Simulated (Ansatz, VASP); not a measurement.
## VSb2: VASP beside Ansatz

Wanted: the spread between two codes on one cell, functional and k mesh. The two relaxations start from unlike cells of this crystal (the structure described is Ansatz's start), so only their ends are compared.

Calculated with Ansatz 0.2.0; plane waves, with VASP 6.6.1 beside it; relaxation of cell and atoms at BLYP.

### 1. Starting point

Symmetry: I4/mcm, No. 140, tetragonal system. The conventional cell has a = 6.554 Å, b = 6.554 Å, c = 5.637 Å, α = 90.00°, β = 90.00°, γ = 90.00°. Nearest to V lie 2 V at 2.82 Å and 8 Sb at 2.85 Å. Nearest to Sb lie 4 V at 2.85 Å and 1 Sb at 2.89 Å. Farther neighbours are not listed.

### 2. Ansatz: relaxation of cell and atoms, BLYP

Ansatz runs on its default PAW (the set named soft_2) files.

The relaxed volume is the usual yardstick between codes: in a stiff, nearly cubic crystal its relative difference is about their pressure difference at one cell divided by the bulk modulus.

Input file input.yaml:

```yaml
crystal:
  lattice:
    - [-3.2769, 3.2769, 2.8183]
    - [3.2769, -3.2769, 2.8183]
    - [3.2769, 3.2769, -2.8183]
  atoms:
    - { symbol: V, position: [0.25, 0.25, 0.0], spin: 2.0 }
    - { symbol: V, position: [0.75, 0.75, 0.0], spin: 2.0 }
    - { symbol: Sb, position: [0.65568, 0.15568, 0.81136] }
    - { symbol: Sb, position: [0.15568, 0.34432, 0.5] }
    - { symbol: Sb, position: [0.34432, 0.84432, 0.18864] }
    - { symbol: Sb, position: [0.84432, 0.65568, 0.5] }
kpoints:
  mp_grid: { grid: [8, 8, 8] }
hamiltonian:
  xc: blyp
scf:
  occupations: { method: gaussian, width: 0.1 }
output:
  forces: true
  stress: true
  eigenvalues: true
  populations: true
magnetization:
  spin_polarized: true
relax:
  adjacent_minimum: "off"
  f_tol: 0.005
  max_steps: 60
  cell: { stress_tol: 0.03 }
```

Run with:

```console
> ansatz run input.yaml --threads 4 --pin off --max-ram 16384MiB --backend cpu --events-out ev --progress --plain --runs-dir out
```

Numbers of over 12 decimals in the logs are rounded to 6 here.

Output:

```text
Engine: ansatz 0.2.0, aarch64-unknown-linux-gnu
Pseudopotentials: kind: paw
Pseudopotential: V, paw, valence charge 13, recommended cutoff 420 eV (normal), V.paw.azcp
Pseudopotential: Sb, paw, valence charge 15, recommended cutoff 420 eV (normal), Sb.paw.azcp
Functional definition: BLYP
  parameter beta = 0.0042
  parameter a = 0.04918
  parameter b = 0.132
  parameter c = 0.2533
  parameter d = 0.349
  exchange = b88_x(beta = beta)
  correlation = lyp_c(a = a, b = b, c = c, d = d)
Crystal: 6 atoms, lattice volume = 121.052 Å³
Basis set: ecut = 420 eV, 2345 PW (Γ), exchange–correlation on 80×80×80 points (8 copies of the dense FFT grid, shifted against one another)
Bands: 54, of which v1, the nominal top of the filled ones, is band 43 counted from 1 (42 counted from 0)
Symmetry: 16 space group operations
Space group: I4/mcm (ITA 140), of the structure as read, at distance tolerance 4.9e-5 Å
Magnetic group: BNS 140.541 (UNI 1201), of the structure as read, at distance tolerance 4.9e-5 Å
k-points: 59 of 512
Non-local potential: V, projectors of the file, l = 0: 3, l = 1: 2, l = 2: 3, l = 3: 1
Non-local potential: Sb, projectors of the file, l = 0: 2, l = 1: 2, l = 2: 2, l = 3: 2
PAW form: soft (Blöchl's): semilocal exchange-correlation on the pseudo side does not see the compensation charge
PAW frozen core: V, regenerated for the run's functional, and the local potential with it (the file was generated under x = pbe(κ = 0.804, μ = 0.219515), c = pbe(β = 0.066725))
PAW frozen core: Sb, regenerated for the run's functional, and the local potential with it (the file was generated under x = pbe(κ = 0.804, μ = 0.219515), c = pbe(β = 0.066725))
PAW one-centre angular grid: V, 590 points (default); XC on 64 Gauss nodes
PAW one-centre angular grid: Sb, 590 points (default); XC on 64 Gauss nodes
Initial density: superposition of atomic densities (chi_scale 0.1, normalization cell)
Starting moments: Σ|m| = 4 μB on 2 of 6 sites
Initial wavefunctions: pseudopotential atomic-orbital guess
Functional: x = b88, c = lyp
iter 1 solved again at ethr=2.43e-3 eV; its pass at ethr=3.10e-3 eV (dr2=2.09e0 eV) is discarded
SCF iter   1: F=—  HF=-31839.836540 eV  |F-HF|=—  |Δ(HF+E_count)|=         —  Δρ=2.36e-2 (↑1.93e-2 ↓2.36e-2)  dr2=2.10e0  dr2_m=3.16e-1  M=2.508 μB ∫|m|=3.402 μB  β_m=0.30  ethr=2.43e-3  ⟨swp⟩=1.0  Hψ=30778  notcnv=0
Mixer restart at iter 1: flushing history
preconditioner: auto → Kerker (q_TF=auto, 2.577 Å⁻¹)  [metal: Δε(μ)=0.008 eV  Ē_g=6.910 eV  σ=0.100 eV  W_gap=0.04  n_scr=34 (ndim 8)  ℏωp=18.5 eV  f_vac=0.000  D(μ)=5.74/eV (n_scr^D=46)]
spin=Collinear: Kerker preconditioning applied to the charge; magnetization (m = ρ↑ − ρ↓) channel mixes plain (no charge-response kernel on spin).
SCF iter   2: F=—  HF=-31840.572094 eV  |F-HF|=—  |Δ(HF+E_count)|=   7.36e-1  Δρ=2.20e-2 (↑1.40e-2 ↓2.20e-2)  dr2=2.08e0  dr2_m=2.10e-1  M=2.381 μB ∫|m|=3.294 μB  β_m=0.65  ethr=2.43e-3  ⟨swp⟩=2.0  Hψ=6881  notcnv=0
SCF iter   3: F=—  HF=-31841.705691 eV  |F-HF|=—  |Δ(HF+E_count)|=    1.13e0  Δρ=1.18e-2 (↑9.68e-3 ↓1.18e-2)  dr2=8.22e-1  dr2_m=7.60e-2  M=2.098 μB ∫|m|=2.864 μB  β_m=0.82  ethr=2.42e-3  ⟨swp⟩=2.9  Hψ=9745  notcnv=0  defer=36
SCF iter   4: F=—  HF=-31841.278505 eV  |F-HF|=—  |Δ(HF+E_count)|=   4.27e-1  Δρ=1.14e-2 (↑1.14e-2 ↓3.44e-3)  dr2=3.20e-1  dr2_m=2.20e-2  M=1.594 μB ∫|m|=2.121 μB  β_m=0.91  ethr=9.56e-4  ⟨swp⟩=3.0  Hψ=10370  notcnv=0  defer=413
SCF iter   5: F=—  HF=-31841.645232 eV  |F-HF|=—  |Δ(HF+E_count)|=   3.67e-1  Δρ=1.30e-2 (↑1.30e-2 ↓3.79e-3)  dr2=5.07e-1  dr2_m=2.54e-2  M=1.425 μB ∫|m|=1.900 μB  β_m=0.96  ethr=3.72e-4  ⟨swp⟩=2.0  Hψ=7658  notcnv=0  defer=400
SCF iter   6: F=—  HF=-31841.697218 eV  |F-HF|=—  |Δ(HF+E_count)|=   5.20e-2  Δρ=3.73e-3 (↑3.73e-3 ↓2.99e-3)  dr2=7.78e-3  dr2_m=1.16e-2  M=1.236 μB ∫|m|=1.641 μB  β_m=0.98  ethr=3.72e-4  ⟨swp⟩=2.6  Hψ=12136  notcnv=0  defer=394
SCF iter   7: F=—  HF=-31841.751103 eV  |F-HF|=—  |Δ(HF+E_count)|=         —  Δρ=1.09e-2 (↑1.09e-2 ↓6.82e-3)  dr2=3.89e-2  dr2_m=8.67e-2  M=0.662 μB ∫|m|=0.885 μB  β_m=0.98  ethr=9.04e-6  ⟨swp⟩=2.0  Hψ=12528  notcnv=0  defer=360
Mixer restart at iter 7: flushing history
SCF iter   8: F=—  HF=-31841.739639 eV  |F-HF|=—  |Δ(HF+E_count)|=   1.15e-2  Δρ=4.98e-3 (↑2.24e-3 ↓4.98e-3)  dr2=9.64e-3  dr2_m=1.31e-2  M=0.514 μB ∫|m|=0.668 μB  β_m=0.99  ethr=9.04e-6  ⟨swp⟩=2.5  Hψ=12534  notcnv=0  defer=389
SCF iter   9: F=—  HF=-31841.743457 eV  |F-HF|=—  |Δ(HF+E_count)|=   3.82e-3  Δρ=3.82e-3 (↑3.82e-3 ↓1.36e-3)  dr2=8.67e-3  dr2_m=6.65e-3  M=0.401 μB ∫|m|=0.512 μB  β_m=0.99  ethr=9.04e-6  ⟨swp⟩=2.1  Hψ=12783  notcnv=0  defer=361
SCF iter  10: F=—  HF=-31841.740752 eV  |F-HF|=—  |Δ(HF+E_count)|=   2.71e-3  Δρ=1.30e-3 (↑3.84e-4 ↓1.30e-3)  dr2=2.06e-3  dr2_m=7.32e-4  M=0.300 μB ∫|m|=0.373 μB  β_m=1.00  ethr=9.04e-6  ⟨swp⟩=2.0  Hψ=12759  notcnv=0  defer=345
[...]
preconditioner: auto → Kerker (q_TF=auto, 2.046 Å⁻¹)  [metal: Δε(μ)=0.011 eV  Ē_g=6.139 eV  σ=0.100 eV  W_gap=0.06  n_scr=16 (ndim 8)  ℏωp=17.7 eV  f_vac=0.000  D(μ)=5.54/eV (n_scr^D=46)]
spin=Collinear: Kerker preconditioning applied to the charge; magnetization (m = ρ↑ − ρ↓) channel mixes plain (no charge-response kernel on spin).
SCF iter   2: F=—  HF=-31841.976926 eV  |F-HF|=—  |Δ(HF+E_count)|=   4.22e-6  Δρ=1.95e-7 (↑1.95e-7 ↓1.88e-7)  dr2=8.01e-11  dr2_m=5.86e-13  M=-0.607 μB ∫|m|=0.771 μB  β_m=0.41  ethr=1.00e-12  ⟨swp⟩=4.3  Hψ=18601  notcnv=0
SCF iter   3: F=—  HF=-31841.976926 eV  |F-HF|=—  |Δ(HF+E_count)|=  8.37e-11  Δρ=1.30e-7 (↑1.29e-7 ↓1.30e-7)  dr2=3.53e-11  dr2_m=1.93e-12  M=-0.607 μB ∫|m|=0.771 μB  β_m=0.71  ethr=1.00e-12  ⟨swp⟩=1.0  Hψ=6372  notcnv=0
SCF iter   4: F=—  HF=-31841.976926 eV  |F-HF|=—  |Δ(HF+E_count)|=  2.40e-10  Δρ=4.07e-8 (↑3.83e-8 ↓4.07e-8)  dr2=1.79e-12  dr2_m=1.54e-12  M=-0.607 μB ∫|m|=0.771 μB  β_m=0.78  ethr=1.00e-12  ⟨swp⟩=1.0  Hψ=6372  notcnv=0
SCF iter   5: F=-31841.976926 eV  HF=-31841.976926 eV  |F-HF|=2.18e-11  |Δ(HF+E_count)|=  7.28e-12  Δρ=4.36e-8 (↑4.36e-8 ↓3.43e-8)  dr2=1.43e-11  dr2_m=3.65e-14  M=-0.607 μB ∫|m|=0.771 μB  ethr=1.00e-12  ⟨swp⟩=4.4  Hψ=22964  notcnv=0
SCF 8 converged in 5 iterations: F = -31841.976926 eV  dr2 = 1.43e-11
relax step   8: F+E_penalty+E_count = -31841.97692648 eV  Δ(F+E_penalty+E_count) = -1.005e-5 eV  max|allowed force component| = 3.409e-5 eV/Å  Δτ_max = 0.0000 Å  P = +0.003 GPa  Ω = 131.383 Å³  stress off target by 3.35e-3 GPa  SCF on the basis re-selected at this cell (its energy is not comparable with the rows above)  (5 SCF iters)
basis re-selected at this cell: Δ(F+E_penalty+E_count) = -1.005e-5 eV, ΔP = -0.000 GPa vs the last step (what re-selecting the basis moved, of the pressure what is left beyond the Pulay correction that the steps carried, after the strain that the cell walked since its last selection, with what the two solves' SCF thresholds leave and, on support functions, any second-order correction that the steps lacked; it is no m [...]
an SCF from antiferromagnetic starting moments (2.00, -2.00, 0.00, 0.00, 0.00, 0.00 Bohr magnetons, atom by atom) was not made, so that it is not known whether that order lies lower: the deck asks for what bars it, or types moments that do (magnetization.spin_polarized, in the input reference, names some of the keys), or the run goes by scf.lower_state_search: light, the default, which as a rule tries one only behind [...]
SCF converged after 5 iterations
Magnetization: -0.6074 μB (42.6963 up, 43.3037 down)
Absolute magnetization: 0.7732 μB (∫|ρ↑−ρ↓|, with the PAW one-centre terms)
Spin contamination: 0.0172 ħ² per cell (⟨S²⟩ above its minimum at these occupations)
Per-site moments (μB) at R_I (Å): [(-0.313155, 1.192797), (-0.313155, 1.192797), (0.013619, 1.207167), (0.013619, 1.207167), (0.013619, 1.207167), (0.013619, 1.207167)]
Free energy (F): -31841.976926 eV
Harris-Foulkes:  -31841.976926 eV  (|F-HF|=2.18e-11)
Internal energy: -31841.949232 eV  (E = F + TS)
E sigma→0 (E₀):  -31841.963079 eV
Entropy (-TS):   -0.027694 eV (-4.616 meV/atom)
Fermi energy:    13.716684 eV
--- Per-component energies (eV) ---
  E_band       = -835.327255
  E_kinetic    = 1505.073929
  E_local      = -7706.965366  (includes V_loc(G=0)·N_el)
  E_nonlocal   = 1351.372282
  E_hartree    = 3541.662685
  E_xc         = -802.996283
  E_vxc        = -699.326582  (∫ρ·V_xc dr)
  E_paw        = -20621.595923  (= ΣΔE_a)
  E_vpaw       = -2368.807285  (= ΣTr[D̂ρ^β])
  E_aug_tail   = 0.000522  (compensation charges beyond the density's cutoff)
  E_ewald      = -9108.247576
  E_core_change = -0.253502  (= ΣΔE_core)
  E_smearing   = -0.027694  (= −TS)
  E_closure    = 0.000000  (closes the sum)
  Σ components = -31841.976926   (vs F -31841.976926, Δ=0.00e0)
--- Forces (eV/Å), atoms counted from 1 ---
  atom   1  V     -0.00000000     0.00000000     0.00000000
  atom   2  V      0.00000000     0.00000000     0.00000000
  atom   3  Sb     0.00003409     0.00003409     0.00000000
  atom   4  Sb    -0.00003409     0.00003409     0.00000000
  atom   5  Sb    -0.00003409    -0.00003409     0.00000000
  atom   6  Sb     0.00003409    -0.00003409     0.00000000
  max |Σ_I F_I| component: 4.16e-17 eV/Å
--- Stress (GPa, compression-positive) ---
        0.002321      -0.000000       0.000000
       -0.000000       0.002321       0.000000
        0.000000       0.000000       0.003351
  P = ⅓ Tr σ = 0.0027 GPa (0.027 kbar)
--- Band table (eV; the first three rows and the last of 118) ---
  k-point 0 ↑: bands = [... 39 lower, 11.0746, 11.9620, 12.4564, 13.6176, 13.9641, 14.4019, 14.4019, 14.6504, ... 7 higher]
  k-point 1 ↑: bands = [... 39 lower, 11.3179, 11.8575, 12.3734, 13.8172, 14.1094, 14.2780, 14.5287, 14.5983, ... 7 higher]
  k-point 2 ↑: bands = [... 39 lower, 11.8343, 12.0403, 12.1754, 13.8751, 14.0769, 14.4691, 14.6403, 14.7767, ... 7 higher]
  k-point 58 ↓: bands = [... 39 lower, 12.5748, 13.0572, 13.5919, 13.7318, 13.9360, 13.9360, 15.0194, 15.0194, ... 7 higher]
--- Relaxed structure (6 steps of the walk, 6 accepted, 2 SCFs on fresh bases) ---
  F+E_penalty+E_count = -31841.97692648 eV   max|allowed force component| = 3.409e-5 eV/Å   (the final SCF, on the basis selected at the relaxed cell)
  cell:  # Å, volume = 131.3826 Å³
    - [-3.370292, 3.370292, 2.891630]
    - [3.370292, -3.370292, 2.891630]
    - [3.370292, 3.370292, -2.891630]
  atoms:
    - { symbol: V, position: [0.25, 0.25, -4.397709382633945e-19] }
    - { symbol: V, position: [0.750000, 0.750000, -4.397709382633945e-19] }
    - { symbol: Sb, position: [0.656502, 0.156502, 0.813004] }
    - { symbol: Sb, position: [0.156502, 0.343498, 0.500000] }
    - { symbol: Sb, position: [0.343498, 0.843498, 0.186996] }
    - { symbol: Sb, position: [0.843498, 0.656502, 0.500000] }
--- Löwdin populations: 6 sites ---
  site symbol       q [e]    m [muB]
     0      V     12.6344    -0.3578
     1      V     12.6344    -0.3578
     2     Sb     15.0934     0.0287
     3     Sb     15.0934     0.0287
     4     Sb     15.0934     0.0287
     5     Sb     15.0934     0.0287
  spilling = 0.004158 (of n_electrons = 86.000000)
```

The column dr2 measures how far the density is from self-consistency, as an energy; F and HF (Harris–Foulkes) agree once it is small.

(Continued in part 2 of 2.)

[Lines on the potential files, build, host, timing and source positions are cut from VASP's logs without a mark.]

[Logs are printed without paths, hosts, clocks, repeated set-up lines and the standing remarks that a program may print on its own settings, such as how far it seeks lower states.]

[Hosts, paths, dates, database ids (printed as entryN), source tags and the programs' standing remarks are cut or masked in the printed files.]
